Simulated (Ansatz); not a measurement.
Eigenvalues along a path: Al (bcc type)

```yaml
crystal:
  lattice:
    - [-1.61786, 1.61786, 1.61786]
    - [1.61786, -1.61786, 1.61786]
    - [1.61786, 1.61786, -1.61786]
  atoms:
    - { symbol: Al, position: [0.00000, 0.00000, 0.00000] }
```

The cell comes from a relaxation on PAW files under the same functional, begun from a prototype that needn't be the stable phase.

Computed with Ansatz 0.2.0; functional PBE, scalar-relativistic. Settings: a Γ-centred 18×18×18 k mesh, Fermi–Dirac smearing of 0.1 eV, no spin polarisation. Methods: LAPW: all electrons, basis error target 1 meV/atom.

Path points, in fractions of the reciprocal vectors: Γ (0.000, 0.000, 0.000), H (0.500, -0.500, 0.500), N (0.000, 0.000, 0.500), P (0.250, 0.250, 0.250). The distance column jumps between branches of the path. Levels in eV from the Fermi level; bands 5 to 8, counted from the lowest band of the run. The gap is zero, the pressure -0.01 GPa.

```
# k(1/Å) point b5 b6 b7 b8
0.000 Γ -10.96 13.09 13.09 13.09
0.277 - -10.67 10.82 10.82 12.89
0.555 - -9.80 8.15 8.15 10.21
0.832 - -8.38 5.88 5.88 7.63
1.110 - -6.40 4.10 4.10 5.62
1.387 - -3.91 2.83 2.83 4.18
1.664 - -0.95 2.07 2.07 3.31
1.942 H 1.82 1.82 1.82 3.02
2.138 - 0.56 0.88 1.94 3.58
2.334 - -0.88 -0.44 2.33 4.22
2.530 - -2.08 -1.63 2.96 5.00
2.726 - -3.02 -2.58 3.85 6.00
2.923 - -3.69 -3.27 5.00 7.24
3.119 - -4.09 -3.70 6.41 8.67
3.315 N -4.23 -3.84 7.96 8.20
3.511 - -5.85 -1.96 8.07 8.34
3.707 - -7.39 0.34 8.42 8.75
3.903 - -8.66 2.88 8.99 9.41
4.100 - -9.66 5.62 9.80 10.32
4.296 - -10.38 8.51 10.83 11.42
4.492 - -10.81 11.34 12.07 12.53
4.688 Γ -10.96 13.09 13.09 13.09
4.928 - -10.74 11.28 11.47 11.47
5.168 - -10.09 8.69 8.69 8.93
5.409 - -9.02 6.02 6.02 6.63
5.649 - -7.53 3.69 3.69 4.52
5.889 - -5.64 1.75 1.75 2.68
6.129 - -3.37 0.21 0.21 1.17
6.370 P -0.94 -0.94 -0.94 0.25
6.610 - -1.68 -1.68 -0.91 2.48
6.850 - -2.01 -2.01 -1.24 5.81
7.090 - -1.95 -1.95 -1.17 9.37
7.331 - -1.48 -1.48 -0.71 9.96
7.571 - -0.61 -0.61 0.11 7.08
7.811 - 0.63 0.63 1.16 4.61
8.051 H 1.82 1.82 1.82 3.02
9.733 P -0.94 -0.94 -0.94 0.25
9.872 - -1.81 -1.41 0.07 0.85
10.010 - -2.55 -2.11 1.21 1.92
10.149 - -3.15 -2.72 2.49 3.15
10.288 - -3.62 -3.20 3.89 4.48
10.426 - -3.96 -3.55 5.42 5.89
10.565 - -4.16 -3.77 7.02 7.23
10.704 N -4.23 -3.84 7.96 8.20
```
